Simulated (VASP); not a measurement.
Output of a VASP run:

### OSZICAR
```
       N       E                     dE             d eps       ncg     rms          rms(c)
DAV:   1     0.498480085057E+02    0.49848E+02   -0.58616E+03   480   0.944E+02
DAV:   2    -0.393805936823E+02   -0.89229E+02   -0.84067E+02   752   0.176E+02
DAV:   3    -0.458781165971E+02   -0.64975E+01   -0.64809E+01   604   0.530E+01
DAV:   4    -0.459368071112E+02   -0.58691E-01   -0.58671E-01   568   0.607E+00
DAV:   5    -0.459373720470E+02   -0.56494E-03   -0.56484E-03   592   0.566E-01    0.173E+00
DAV:   6    -0.428662332006E+02    0.30711E+01   -0.59837E-01   536   0.646E+00    0.143E+00
DAV:   7    -0.416192330755E+02    0.12470E+01   -0.46568E-01   556   0.530E+00    0.560E-01
DAV:   8    -0.423444709922E+02   -0.72524E+00   -0.35913E-01   480   0.595E+00    0.450E-01
DAV:   9    -0.423557206330E+02   -0.11250E-01   -0.15412E-01   480   0.438E+00    0.269E-01
DAV:  10    -0.423411929439E+02    0.14528E-01   -0.15819E-01   480   0.420E+00    0.885E-02
DAV:  11    -0.423058688154E+02    0.35324E-01   -0.28438E-02   496   0.197E+00    0.682E-02
DAV:  12    -0.423202411425E+02   -0.14372E-01   -0.10164E-02   512   0.121E+00    0.481E-02
DAV:  13    -0.423189513249E+02    0.12898E-02   -0.26524E-04   576   0.173E-01    0.380E-02
DAV:  14    -0.423219781550E+02   -0.30268E-02   -0.12424E-03   512   0.401E-01    0.653E-03
DAV:  15    -0.423221053954E+02   -0.12724E-03   -0.66739E-05   576   0.105E-01    0.461E-03
DAV:  16    -0.423221282529E+02   -0.22857E-04   -0.32786E-06   540   0.212E-02    0.450E-03
DAV:  17    -0.423221126154E+02    0.15637E-04   -0.37775E-06   540   0.264E-02    0.221E-03
DAV:  18    -0.423221442761E+02   -0.31661E-04   -0.18113E-05   508   0.563E-02    0.124E-03
DAV:  19    -0.423221445548E+02   -0.27869E-06   -0.21120E-07   536   0.434E-03    0.972E-04
DAV:  20    -0.423221442295E+02    0.32527E-06   -0.11202E-07   372   0.388E-03    0.741E-04
DAV:  21    -0.423221446484E+02   -0.41885E-06   -0.20593E-07   376   0.562E-03    0.205E-04
DAV:  22    -0.423221446704E+02   -0.22026E-07   -0.12591E-08   308   0.125E-03
   1 F= -.42322145E+02 E0= -.42322145E+02  d E =0.000000E+00
       N       E                     dE             ncg
       N       E                     dE             ncg
       N       E                     dE             ncg
```

File OUTCAR:
```
------------------------ aborting loop because EDIFF is reached ----------------------------------------
  FORCE on cell =-STRESS in cart. coord.  units (eV):
  Direction    XX          YY          ZZ          XY          YZ          ZX
  --------------------------------------------------------------------------------------
  Total       -0.0140671     -0.0140671     -0.0140671      0.0000000     -0.0000000     -0.0000000
  in kB       -0.2785340     -0.2785340     -0.2785340      0.0000000     -0.0000000     -0.0000000
  external PRESSURE =      -0.2785340 kB  Pullay stress =       0.0000000 kB
  volume of cell :       80.92
      direct lattice vectors                 reciprocal lattice vectors
     4.325258317  0.000000000  0.000000000     0.231200064  0.000000000  0.000000000
     0.000000000  4.325258317  0.000000000     0.000000000  0.231200064  0.000000000
     0.000000000  0.000000000  4.325258317     0.000000000  0.000000000  0.231200064
 POSITION                                       TOTAL-FORCE (eV/Angst)
 -----------------------------------------------------------------------------------
      0.00000      0.00000      0.00000         0.000000      0.000000      0.000000
      2.16263      2.16263      2.16263         0.000000      0.000000      0.000000
 -----------------------------------------------------------------------------------
    total drift:                                0.000000      0.000000      0.000000
  FREE ENERGIE OF THE ION-ELECTRON SYSTEM (eV)
  ---------------------------------------------------
  free  energy   TOTEN  =       -42.3221446704 eV

  energy  without entropy=      -42.3221446704  energy(sigma->0) =      -42.32214467

 total charge

# of ion       s       p       d       tot
------------------------------------------
    1        1.861   4.718   0.026   6.604
    2        1.595   3.322   0.002   4.918
--------------------------------------------------
tot          3.456   8.039   0.028  11.523
```
(Selected blocks of OUTCAR.)

### POSCAR
```
CsBr
1
    4.3252583170     0.0000000000     0.0000000000
   -0.0000000000     4.3252583170     0.0000000000
    0.0000000000    -0.0000000000     4.3252583170
Cs Br
1 1
Direct
  0.0000000000   0.0000000000   0.0000000000
  0.5000000000   0.5000000000   0.5000000000
```

Write an INCAR and KPOINTS that could have produced this output.

One answer among several that fit: the input of the run itself, r2SCAN meta-GGA, plane waves, VASP's PBE PAW potentials (set 64).

### KPOINTS
```
Automatic mesh
0
Gamma
7 7 7
0 0 0
```

### INCAR
```
NELM = 100   # most electronic steps
ISMEAR = -5   # tetrahedra, Bloechl
METAGGA = R2SCAN
NEDOS = 601   # DOS grid
ISIF = 2   # forces and stress, cell fixed
LCHARG = .FALSE.
LORBIT = 11
EDIFF = 1E-7
SYSTEM = CsBr
LASPH = .TRUE.
LMIXTAU = .TRUE.
ALGO = Normal   # blocked Davidson
LREAL = .FALSE.
LWAVE = .FALSE.
LMAXMIX = 4   # l cut-off of mixed one-centre charges
ENCUT = 400
PREC = Accurate
```

**KPOINTS_OPT**
```
k-points along high-symmetry lines
10
Line-mode
Reciprocal
  0.000000   0.000000   0.000000 ! GAMMA
  0.000000   0.500000   0.000000 ! X

  0.000000   0.500000   0.000000 ! X
  0.500000   0.500000   0.000000 ! M

  0.500000   0.500000   0.000000 ! M
  0.000000   0.000000   0.000000 ! GAMMA

  0.000000   0.000000   0.000000 ! GAMMA
  0.500000   0.500000   0.500000 ! R

  0.500000   0.500000   0.500000 ! R
  0.000000   0.500000   0.000000 ! X

  0.500000   0.500000   0.500000 ! R
  0.500000   0.500000   0.000000 ! M
```

POTCAR, in this order: Cs_sv Br (PBE.64 set). Program: vasp_std.

The structure was generated: CsBr was put into the CsCl type type (Pm-3m), which need not be its known phase. It was relaxed first, which changed the volume by -24 %.
